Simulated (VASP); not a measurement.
Set up this calculation in VASP 6.6.1, as the native input.

```
Task                   : relaxation of cell and atoms
Functional             : PBE
Potentials or basis    : VASP PAW PBE potentials, release 64 (Zn, Cu, Sn_d, S)
Cutoff                 : 600 eV
k mesh                 : 10 × 10 × 10
Occupations            : gaussian, width 0.03 eV
Spin                   : no spin polarisation
Further INCAR settings : ALGO = Normal; EDIFF = 1e-07; IBRION = 2; EDIFFG = -0.005; NSW = 90; ISIF = 3
```

The structure of ZnCu2SnS4 lies in POSCAR:

```
ZnCu2SnS4                               
1.0
   -2.7376699519      2.7376699646      5.4637534198
    2.7376699519     -2.7376699646      5.4637534198
    2.7376699646      2.7376699519     -5.4637534198
  Zn              Cu              Sn              S             
     1     2     1     4
Direct
     0.2500000000000000    0.7500000000000000    0.5000000000000000
     0.0000000000000000    0.0000000000000000    0.0000000000000000
     0.7500000000000000    0.2500000000000000    0.5000000000000000
     0.5000000000000000    0.5000000000000000    0.0000000000000000
     0.3712546501396577    0.8949059498217969    0.0075224495541481
     0.1050940501782030    0.1126164997323510    0.4763487003178678
     0.8873835002676491    0.3637322005855169    0.9924775504458522
     0.6362677994144829    0.6287453498603421    0.5236512996821321
```

One way to write it, as run:

INCAR

```
SYSTEM = ZnCu2SnS4
PREC = Accurate ; ENCUT = 600
EDIFF = 1E-7 ; ISMEAR = 0
SIGMA = 0.03 ; LREAL = .FALSE.
LASPH = .TRUE. ; NELM = 80
ALGO = Normal ; ISIF = 3
LWAVE = .FALSE. ; LCHARG = .FALSE.
GGA = PE ; IBRION = 2
NSW = 90 ; EDIFFG = -0.005
KPAR = 4
```

KPOINTS

```
Automatic mesh
0
G
  10 10 10
  0 0 0
```

Potentials or basis: VASP PAW PBE potentials, release 64 (Zn, Cu, Sn_d, S).

Command:

```sh
$ cat potpaw_PBE.64/Zn/POTCAR potpaw_PBE.64/Cu/POTCAR potpaw_PBE.64/Sn_d/POTCAR potpaw_PBE.64/S/POTCAR > POTCAR
$ mpirun -np 4 vasp_std > vasp.out
```

It gave:

```
Relaxed volume                         : 20.47 Å³/atom
Relaxed cell                           : a = 6.697 Å, b = 6.697 Å, c = 6.697 Å, α = 131.75°, β = 131.75°, γ = 70.62°
Space group after relaxing (to 0.05 Å) : I-4 (No. 82)
Energy gained by relaxing              : 0.0 meV/atom
Ionic steps                            : 2
Pressure after relaxing                : 0.0 GPa
Largest force after relaxing           : 0.005 eV/Å
Band gap on the k mesh                 : 0.08 eV, direct
```

Caveat: spin-orbit coupling is left out, which moves the levels of the heavy elements.

Run time: 7.8 min on 4 MPI ranks on Intel(R) Xeon(R) 6975P-C (Granite Rapids), on a shared host, peak memory 1.3 GiB a rank.
